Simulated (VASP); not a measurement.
Crystal: Cd.

```xyz
1
Lattice="-1.7843 1.7843 1.7843 1.7843 -1.7843 1.7843 1.7843 1.7843 -1.7843" Properties=species:S:1:pos:R:3 pbc="T T T"
Cd    0.0000    0.0000    0.0000
```

This isn't the form of Cd at room conditions, which is hcp.

- Program: VASP 6.6.1
- Task: relaxation of cell and atoms
- Functional: vdW-DF-cx
- Potentials or basis: VASP PAW PBE potentials, release 64 (Cd)
- Cutoff: 600 eV
- k mesh: 10 × 10 × 10
- Occupations: fermi-dirac, width 0.05 eV
- Spin: no spin polarisation

At the start: pressure -2.1 GPa; volume 22.72 Å³/atom.

Q: Where does the relaxation end?

A: Over 3 steps the energy falls by 7.9 meV/atom and the volume is 21.57 Å³/atom (-5.1 %); space group Im-3m (No. 229, to 0.05 Å).

The path:
```tsv
step	energy change (eV)	largest force (eV/Å)	pressure (GPa)	volume (Å³)
1	0.0000	0.0000	-2.06	22.72
2	-0.0076	0.0000	-0.43	21.78
3	-0.0079	0.0000	0.01	21.57
```

Final structure:
```
CELL_PARAMETERS angstrom
-1.75372 1.75372 1.75372
1.75372 -1.75372 1.75372
1.75372 1.75372 -1.75372
ATOMIC_POSITIONS crystal
Cd 0.00000 0.00000 0.00000
```

Caveat: the PAW data sets were made with another functional, which shifts forces and pressure a little.
